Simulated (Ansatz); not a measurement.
What does this script print? It uses Ansatz 0.2.0 through its Python package.

The script, `run_optics.py`:
```python
# -*- coding: utf-8 -*-
import ansatz as az
import numpy as np

config = {
    "kgrid": (10, 10, 6),
    "occupations": "Fixed",
    "tolerance": 1e-10,
}

system = (
    az.Lattice.of((2.508041, 0.0, 0.0), (-1.246711, 2.176231, 0.0), (-0.630665, -1.088116, 3.02254))
    .atom("B", (0.979643, 0.983499, 0.001806))
    .atom("N", (0.668506, 0.332385, 0.984999))
)

setup = (
    system.calculation()
    .functional(az.Functional.LDA)
    .pseudopotentials("paw")
    .kpoints(*config["kgrid"])
    .occupations(config["occupations"])
    .scf(tolerance=config["tolerance"])
    .optics(energy_step=0.05, nscf_kmesh=(12, 12, 8), broadening_width=0.2)
)
outcome = setup.run(threads=1, pin="off")
spectra = outcome.optics()
energy, filling = np.asarray(spectra.photon_energy_ev), spectra.band_filling
gapped = filling.kind == "insulating"
eps1 = np.asarray(filling.eps1 if gapped else filling.eps1_interband)[:3].mean(axis=0)
eps2 = np.asarray(filling.eps2 if gapped else filling.eps2_interband)[:3].mean(axis=0)
print("filling:", filling.kind, "- valid up to", round(spectra.valid_up_to_ev, 2), "eV,", spectra.n_bands, "bands")
top = min(8, spectra.valid_up_to_ev)
print("E (eV)    eps1      eps2")
for e in np.arange(0.5, top + 0.01, 0.5):
    print(f"{e:5.1f} {np.interp(e, energy, eps1):9.3f} {np.interp(e, energy, eps2):9.3f}")
if gapped:
    print("eps_inf, bands beyond those summed included:", np.round(filling.eps_inf[:3], 3))
print("f-sum electrons:", np.round(filling.get("f_sum_n_eff"), 3))
```

Running `python run_optics.py` prints:
```text
DeckWarning: basis.ecutwfc = 420 eV, auto-derived from the records' recommended cutoffs: set by B (normal level)
DeckWarning: scf.convergence.dr2_threshold = 1e-10 eV is looser than 1e-11 eV, the default for `output.optics` on PAW and all-electron files: empty levels that such a close leaves unsettled move [...]
filling: insulating - valid up to 12.79 eV, 8 bands
E (eV)    eps1      eps2
  0.5     4.589     0.000
  1.0     4.649     0.000
  1.5     4.756     0.000
  2.0     4.924     0.000
  2.5     5.178     0.000
  3.0     5.576     0.000
  3.5     6.256     0.000
  4.0     7.847     0.037
  4.5    10.575     4.040
  5.0     6.416     9.347
  5.5     1.746     6.428
  6.0     1.465     5.220
  6.5     0.312     4.295
  7.0     0.363     2.410
  7.5     1.041     1.611
  8.0     1.676     1.212
eps_inf, bands beyond those summed included: [5.184 5.752 3.483]
f-sum electrons: [5.218 5.165 3.305]
```
(Warnings from the package without file and line, shortened.)

Averages over directions belong to no single polarisation, least of all in layered crystals. The structure comes from a database of computed cells and needn't be a stable or known phase. Independent-particle spectra on Kohn-Sham bands hold no excitons, and semilocal gaps are too small. Finished in 30 s on 1 thread of AMD EPYC 9R45 96-Core Processor (Zen 5) (shared host), peak memory 0.68 GiB.
